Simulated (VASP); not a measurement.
# TiO2 (Anatase) (I4_1/amd) in VASP: settings compared, part 2 of 3

VASP 6.6.1. Earlier steps stand in the parts before.

## 4. Dielectric tensor, LDA

Input file INCAR:

```
SYSTEM = TiO2
ALGO = Normal ; EDIFF = 1E-8
ENCUT = 250 ; ISIF = 2
ISMEAR = 0 ; LASPH = .True.
LCHARG = .False. ; LEPSILON = .True.
LREAL = .False. ; LWAVE = .False.
NELM = 100 ; PREC = Accurate
SIGMA = 0.01
```

Input file KPOINTS:

```
k-points
0
Gamma
  4 4 4
  0 0 0
```

Input file POSCAR:

```
TiO2
1.0
   -1.8921000000      1.8921000000      4.7573000000
    1.8921000000     -1.8921000000      4.7573000000
    1.8921000000      1.8921000000     -4.7573000000
Ti O
2 4
Direct
    0.7500000000      0.2500000000      0.5000000000
    0.0000000000      0.0000000000      0.0000000000
    0.7919000000      0.7919000000      0.0000000000
    0.5419000000      0.0419000000      0.5000000000
    0.9581000000      0.4581000000      0.5000000000
    0.2081000000      0.2081000000      0.0000000000
```

Potentials or basis: VASP PAW LDA potentials, release 64 (Ti_sv, O).

The run is started by

```console
> cat potpaw_LDA.64/Ti_sv/POTCAR potpaw_LDA.64/O/POTCAR > POTCAR
> mpirun -np 1 vasp_std > vasp.out
```

OUTCAR:

```text
SYSTEM = TiO2
   EDIFF = 1E-8
   ENCUT = 250
   ISIF = 2
   ISMEAR = 0
   LASPH = .True.
   LEPSILON = .True.
   LREAL = .False.
   NELM = 100
   PREC = Accurate

 Found     13 irreducible k-points:

 Following reciprocal coordinates:
            Coordinates               Weight
  0.000000  0.000000  0.000000      1.000000
  0.250000  0.000000  0.000000      8.000000
  0.500000  0.000000  0.000000      4.000000
  0.250000  0.250000  0.000000      8.000000
  0.500000  0.250000 -0.000000     16.000000
 -0.250000  0.250000  0.000000      4.000000
   k-points           NKPTS =     13   k-points in BZ     NKDIM =     13   number of bands    NBANDS=     28
   number of dos      NEDOS =    301   number of ions     NIONS =      6
   total plane-waves  NPLWV =  21952
   dimension x,y,z NGX =    28 NGY =   28 NGZ =   28
   dimension x,y,z NGXF=    56 NGYF=   56 NGZF=   56
   ions per type =               2   4
   NGX,Y,Z   is equivalent  to a cutoff of   8.53,  8.53,  8.53 a.u.
   NGXF,Y,Z  is equivalent  to a cutoff of  17.06, 17.06, 17.06 a.u.
 SYSTEM =  TiO2
   PREC   = accura    normal or accurate (medium, high low for compatibility)
   ISTART =      0    job   : 0-new  1-cont  2-samecut
   ICHARG =      2    charge: 1-file 2-atom 10-const
   ISPIN  =      1    spin polarized calculation?
   LNONCOLLINEAR =      F non collinear calculations
   LSORBIT =      F    spin-orbit coupling
   LASPH  =      T    aspherical Exc in radial PAW
   ENCUT  =  250.0 eV  18.37 Ry    4.29 a.u.   7.04  7.04  7.04*2*pi/ulx,y,z
   NELM   =    100;   NELMIN=  2; NELMDL= -5     # of ELM steps
   EDIFF  = 0.1E-07   stopping-criterion for ELM
   LREAL  =      F    real-space projection
   EDIFFG = 0.1E-06   stopping-criterion for IOM
   NSW    =      0    number of steps for IOM
   IBRION =     -1    ionic relax: 0-MD 1-quasi-New 2-CG
   NFREE  =      0    steps in history (QN), initial steepest desc. (CG)
   ISIF   =      2    stress and relaxation
   ISYM   =      2    0-nonsym 1-usesym 2-fastsym
   POTIM  = 0.5000    time-step for ionic-motion
   TEBEG  =    0.0;   TEEND  =   0.0 temperature during run
   PSTRESS=    0.0 pullay stress
   NELECT =      48.0000    total number of electrons
   NUPDOWN=      -1.0000    fix difference up-down
   EMIN   =  10.00;   EMAX   =-10.00  energy-range for DOS
   EFERMI =   0.00;   METHOD = LEGACY
   ISMEAR =     0;   SIGMA  =   0.01  broadening in eV -4-tet -1-fermi 0-gaus
   EFERMI_NEDOS =   21; number of points for ismear=-14 and -15
   IALGO  =     38    algorithm
   IMIX   =      4    mixing-type and parameters
     AMIX     =   0.40;   BMIX     =  1.00
     AMIX_MAG =   1.60;   BMIX_MAG =  1.00
  volume/ion in A,a.u.               =      11.35        76.62
  Fermi-wavevector in a.u.,A,eV,Ry     =   1.456752  2.752862 28.873289  2.122127
  Thomas-Fermi vector in A             =   2.573634
   LORBIT       =      0    0 simple, 1 ext, 2 COOP (PROOUT), +10 PAW based schemes
   GGA     = CA    functional components
   LHFCALC =     F    Hartree Fock is set to
   AEXX    =    0.0000 exact exchange contribution
   IVDW    =     0    specifies the selected vdW correction
   LEPSILON=     T    determine dielectric tensor
   LRPA    =     F    only Hartree local field effects (RPA)
 non-spin polarized calculation
 Gauss-broadening in eV      SIGMA  =   0.01
  energy-cutoff  :      250.00
  volume of cell :       68.13
 maximum number of plane-waves:       620
   NGX = 13   NGY = 13   NGZ = 13

--------------------------------------- Ionic step        1  -------------------------------------------

 number of electron      48.0000010 magnetization

 E-fermi :   3.0787     XC(G=0): -11.3509

[... 208 lines left out ...]
     1.892100000  1.892100000 -4.757300000     0.264256646  0.264256646  0.000000000

 POSITION                                       TOTAL-FORCE (eV/Angst)
 -----------------------------------------------------------------------------------
      0.00000      1.89210      2.37865        -0.000000     -0.000000     -0.000000
      0.00000      0.00000      0.00000        -0.000000     -0.000000     -0.000000
      0.00000      0.00000      7.53461        -0.000000      0.000000     -0.004394
      0.00000      1.89210      0.39866         0.000000     -0.000000     -0.004394
      0.00000      1.89210      4.35864         0.000000     -0.000000      0.004394
      0.00000      0.00000      1.97999        -0.000000      0.000000      0.004394
 -----------------------------------------------------------------------------------
    total drift:                                0.000000      0.000000      0.000000

  FREE ENERGIE OF THE ION-ELECTRON SYSTEM (eV)
  ---------------------------------------------------
  free  energy   TOTEN  =       -60.2954412152 eV

  energy  without entropy=      -60.2954412152  energy(sigma->0) =      -60.29544122

 HEAD OF MICROSCOPIC STATIC DIELECTRIC TENSOR (INDEPENDENT PARTICLE, excluding Hartree and local field effects)
 ------------------------------------------------------
           7.276484     0.000000     0.000000
           0.000000     7.276484     0.000000
           0.000000     0.000000     6.702834
 ------------------------------------------------------

 Free energy of the ion-electron system (eV)
  ---------------------------------------------------
  ---------------------------------------------------
  free energy    TOTEN  =        -1.17941142 eV

  energy without entropy =       -1.17941142

------------------------ aborting loop because EDIFF is reached ----------------------------------------

--------------------------------------- Ionic step        2  -------------------------------------------

------------------------ aborting loop because EDIFF is reached ----------------------------------------

--------------------------------------- Ionic step        3  -------------------------------------------

 Free energy of the ion-electron system (eV)
  ---------------------------------------------------
  ---------------------------------------------------
  free energy    TOTEN  =        -1.03932846 eV

  energy without entropy =       -1.03932846

------------------------ aborting loop because EDIFF is reached ----------------------------------------

 PIEZOELECTRIC TENSOR FIELD DIRECTION 3  (e Angst)
 -----------------------------------------------------------------------------
     0.00072  0.00000  0.00000           ( -0.00001  0.00000  0.00000)
     0.00000  0.00072  0.00000           (  0.00000 -0.00001  0.00000)
     0.00000  0.00000 -0.00119           (  0.00000  0.00000 -0.00003)

 PIEZOELECTRIC TENSOR FIELD DIRECTION 3  (C/m^2)
 -----------------------------------------------------------------------------
     0.00017  0.00000  0.00000
     0.00000  0.00017  0.00000
     0.00000  0.00000 -0.00028

 MACROSCOPIC STATIC DIELECTRIC TENSOR (including local field effects in DFT)
 ------------------------------------------------------
           7.060059     0.000000     0.000000
           0.000000     7.060059     0.000000
           0.000000     0.000000     6.315513
 ------------------------------------------------------

 PIEZOELECTRIC TENSOR (including local field effects)  for field in x, y, z        (e  Angst)
          XX          YY          ZZ          XY          YZ          ZX
  --------------------------------------------------------------------------------
  x     0.00000     0.00000     0.00000     0.00000     0.00000     0.00000
  y     0.00000     0.00000     0.00000     0.00000     0.00000     0.00000
  z     0.00000     0.00000     0.00000     0.00000     0.00000     0.00000

 PIEZOELECTRIC TENSOR (including local field effects)  for field in x, y, z        (C/m^2)
          XX          YY          ZZ          XY          YZ          ZX
  --------------------------------------------------------------------------------
  x     0.00000     0.00000     0.00000     0.00000     0.00000     0.00000
  y     0.00000     0.00000     0.00000     0.00000     0.00000     0.00000
  z     0.00000     0.00000     0.00000     0.00000     0.00000     0.00000

 BORN EFFECTIVE CHARGES (including local field effects) (in |e|, cummulative output)
 ---------------------------------------------------------------------------------
 ion    1
    1     6.65875    -0.00000    -0.00000
    2     0.00000     6.65875     0.00000
    3     0.00000     0.00000     5.85053
 ion    2
    1     6.65875    -0.00000    -0.00000
    2     0.00000     6.65875     0.00000
    3     0.00000     0.00000     5.85053
 ion    3
    1    -5.58909    -0.00000     0.00000
    2     0.00000    -1.06967     0.00000
    3     0.00000     0.00000    -2.92527
 ion    4
    1    -1.06967     0.00000     0.00000
    2     0.00000    -5.58909    -0.00000
    3     0.00000     0.00000    -2.92527
 ion    5
    1    -5.58909    -0.00000     0.00000
    2     0.00000    -1.06967     0.00000
    3     0.00000     0.00000    -2.92527
 ion    6
    1    -1.06967     0.00000     0.00000
    2     0.00000    -5.58909    -0.00000
    3     0.00000     0.00000    -2.92527
```

OSZICAR:

```text
N       E                     dE             d eps       ncg     rms          rms(c)
DAV:   1     0.466431717640E+03    0.46643E+03   -0.16601E+04   728   0.125E+03
DAV:   2    -0.235503902526E+02   -0.48998E+03   -0.47400E+03   952   0.438E+02
[... 12 lines left out ...]
RMM:  15    -0.103932652328E+01    0.99835E-06    0.15180E-05  1765   0.148E-03    0.121E-04
RMM:  16    -0.103932817485E+01   -0.16516E-05   -0.26655E-06  1643   0.106E-03    0.598E-05
RMM:  17    -0.103932840110E+01   -0.22624E-06    0.36672E-06  1627   0.836E-04    0.228E-05
RMM:  18    -0.103932819448E+01    0.20662E-06   -0.82037E-07  1424   0.708E-04    0.206E-05
RMM:  19    -0.103932833390E+01   -0.13942E-06   -0.17902E-06  1313   0.653E-04    0.104E-05
RMM:  20    -0.103932851545E+01   -0.18155E-06   -0.30498E-06  1188   0.627E-04    0.104E-05
RMM:  21    -0.103932845608E+01    0.59368E-07    0.67593E-07  1071   0.614E-04    0.645E-06
```

stdout:

```text
POSCAR found type information on POSCAR TiO
 POSCAR found :  2 types and       6 ions
 scaLAPACK will be used
 LDA part: xc-table for (Slater(with rela. corr.)+CA(PZ))
 , standard interpolation
 POSCAR, INCAR and KPOINTS ok, starting setup
 FFT: planning ... GRIDC
 FFT: planning ... GRID_SOFT
 FFT: planning ... GRID
 WAVECAR not read
 entering main loop
 Linear response reoptimize wavefunctions to high precision
 Linear response G [H, r] |phi>, progress :
  Direction:   1
 Linear response G [H, r] |phi>, progress :
  Direction:   2
 Linear response G [H, r] |phi>, progress :
  Direction:   3
 Linear response to external field (no local field effect), progress :
  Direction:   1
 dielectric tensor                  component  1 :     7.825    -0.058    -0.170
 Linear response to external field (no local field effect), progress :
  Direction:   2
 dielectric tensor                  component  2 :    -0.058     6.728    -0.091
 Linear response to external field (no local field effect), progress :
  Direction:   3
 dielectric tensor                  component  3 :    -0.170    -0.091     6.703
 Linear response to external field, progress :
  Direction:   1
 dielectric tensor                  component  1 :     7.060    -0.052    -0.130
 Linear response to external field, progress :
  Direction:   2
 dielectric tensor                  component  2 :    -0.053     7.060     0.003
 Linear response to external field, progress :
  Direction:   3
 dielectric tensor                  component  3 :    -0.167    -0.087     6.316
 Born effective charges drift removed
```

It took 5.3 min on 1 thread of AMD EPYC 7R13 (Zen 3), shared host; peak memory 0.14 GiB.

The run converged, but a check on its numbers failed (symmetry, net force, bounds or a known fault of this set-up), so they aren't taken as properties of the crystal.

Caveat: the k mesh is coarse (spacing up to 0.59 Å⁻¹), so the values aren't converged; the cutoff lies under the usual one of these potentials, so the numbers hold a large basis-set error.

[end of part 2 of 3]
